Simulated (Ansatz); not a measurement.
# Zr2Si: the cost of one run

Program: Ansatz 0.2.0. Level of theory: DFT PBE, scalar-relativistic, plane waves, PAW. These are calculated values, not measurements.

## (1) The structure to begin with

The structure is trigonal, space group R-3m (No. 166). Conventional cell: a = 3.564 Å, b = 3.564 Å, c = 16.148 Å, α = 90.00°, β = 90.00°, γ = 120.00°. Zr (site symmetry 3m) has 3 Si at 2.46 Å as nearest neighbours. Around Si (site symmetry -3m) lie 6 Zr at 2.46 Å.

Coordinates:

```cif
data_structure
_symmetry_space_group_name_H-M 'R-3m:H'
_symmetry_Int_Tables_number 166
_cell_length_a 3.5643
_cell_length_b 3.5643
_cell_length_c 16.1476
_cell_angle_alpha 90.000
_cell_angle_beta 90.000
_cell_angle_gamma 120.000
_cell_volume 177.66
loop_
_atom_site_label
_atom_site_type_symbol
_atom_site_symmetry_multiplicity
_atom_site_Wyckoff_symbol
_atom_site_fract_x
_atom_site_fract_y
_atom_site_fract_z
_atom_site_occupancy
Zr1 Zr 6 c 0.00000 0.00000 0.75000 1
Si1 Si 3 a 0.00000 0.00000 0.00000 1
```

(A quick probe on a coarse mesh, which set the mesh and smearing, is not shown.)

## (3) Rough relaxation on the coarse mesh

File input.yaml:

```yaml
crystal:
  lattice:
    - [1.7821428347, 1.0289206454, 5.382527256]
    - [-1.7821428347, 1.0289206454, 5.382527256]
    - [0.0, -2.0578412907, 5.382527256]
  atoms:
    - { symbol: Zr, position: [0.75, 0.75, 0.75] }
    - { symbol: Zr, position: [0.25, 0.25, 0.25] }
    - { symbol: Si, position: [0.0, 0.0, 0.0] }
basis:
  ecutwfc: 420
kpoints:
  mp_grid: { grid: [6, 6, 6] }
hamiltonian:
  xc: pbe
scf:
  occupations: { method: gaussian, width: 0.1 }
  lower_state_search: "off"
output:
  forces: true
  stress: true
  eigenvalues: true
relax:
  adjacent_minimum: "off"
  f_tol: 0.04
  max_steps: 70
  cell: { stress_tol: 0.4 }
```

Run with:

```sh
$ ansatz run input.yaml --threads 1 --pin off --max-ram 2560MiB --backend cpu --events-out ev --progress --plain --runs-dir out
```

**Question.** How long does this run take on 1 thread of Intel Xeon Platinum 8488C (Sapphire Rapids), shared host, and how much memory does it need?

About 14 s, with a peak of 0.39 GiB.
